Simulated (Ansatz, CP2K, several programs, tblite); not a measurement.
Energy against volume for CuI in the CsCl structure, at fixed shape and fractional coordinates, computed by several methods (PBE and r2SCAN, where shown, with plane waves in Ansatz); the cell shown is that of r2SCAN. Space group Pm-3m (No. 221), cubic; a = 3.661 Å in the conventional setting, 24.54 Å³ an atom. Cu is surrounded by 8 I at 3.17 Å; I is surrounded by 8 Cu at 3.17 Å. The cell comes from a prototype generator: it can be a known phase or a hypothetical one. Spin polarisation is off. Energies count from each curve's lowest point; fits are third-order Birch-Murnaghan.

```cif
data_structure
_symmetry_space_group_name_H-M 'Pm-3m'
_symmetry_Int_Tables_number 221
_cell_length_a 3.6614
_cell_length_b 3.6614
_cell_length_c 3.6614
_cell_angle_alpha 90.000
_cell_angle_beta 90.000
_cell_angle_gamma 90.000
_cell_volume 49.08
loop_
_atom_site_label
_atom_site_type_symbol
_atom_site_symmetry_multiplicity
_atom_site_Wyckoff_symbol
_atom_site_fract_x
_atom_site_fract_y
_atom_site_fract_z
_atom_site_occupancy
Cu1 Cu 1 a 0.00000 0.00000 0.00000 1
I1 I 1 b 0.50000 0.50000 0.50000 1
```

light PBE (260 eV and a coarse mesh), on the shape of the cell shown:

| V (Å³/atom) | E (meV/atom) |
| --- | --- |
| 22.579 | 14.49 |
| 23.560 | 72.58 |
| 24.542 | 33.36 |
| 25.524 | 18.04 |
| 26.505 | 0.00 |
| 27.487 | 74.02 |

The points scatter about the fit by more than 0.3 meV an atom, since at so low a cutoff the number of plane waves jumps with the volume, so no fit is quoted.

GFN2-xTB (tblite), on the shape of the cell shown, as a cluster of 54 atoms at the zone centre:
```tsv
V (Å³/atom)	E (meV/atom)
21.597	4.06
23.069	0.00
24.542	19.23
26.014	54.82
27.487	104.02
```
V₀ = 22.54 Å³ an atom and B₀ = 42 GPa.

PBE/DZVP (CP2K), on the shape of the cell shown:

| V (Å³/atom) | E (meV/atom) |
| --- | --- |
| 21.597 | 94.99 |
| 23.069 | 31.65 |
| 24.542 | 3.55 |
| 26.014 | 0.00 |
| 27.487 | 13.68 |

V₀ = 25.52 Å³ an atom and B₀ = 36 GPa.

Q: PBE, on the shape of its own relaxed cell, gives
```csv
V (Å³/atom),E (meV/atom)
22.845,12.78
23.574,3.10
24.303,0.00
25.032,2.37
25.761,9.25
```
What equilibrium volume and bulk modulus follow?

A: V₀ = 24.33 Å³ an atom and B₀ = 40 GPa.

r2SCAN, on the shape of its own relaxed cell:

| V (Å³/atom) | E (meV/atom) |
| --- | --- |
| 23.069 | 10.81 |
| 23.806 | 2.86 |
| 24.542 | 0.00 |
| 25.278 | 2.33 |
| 26.014 | 8.91 |

The fit gives a pressure derivative B′ of 1.8, outside the usual 2 to 7: a trait of the method or a rough curve, so no modulus is quoted.
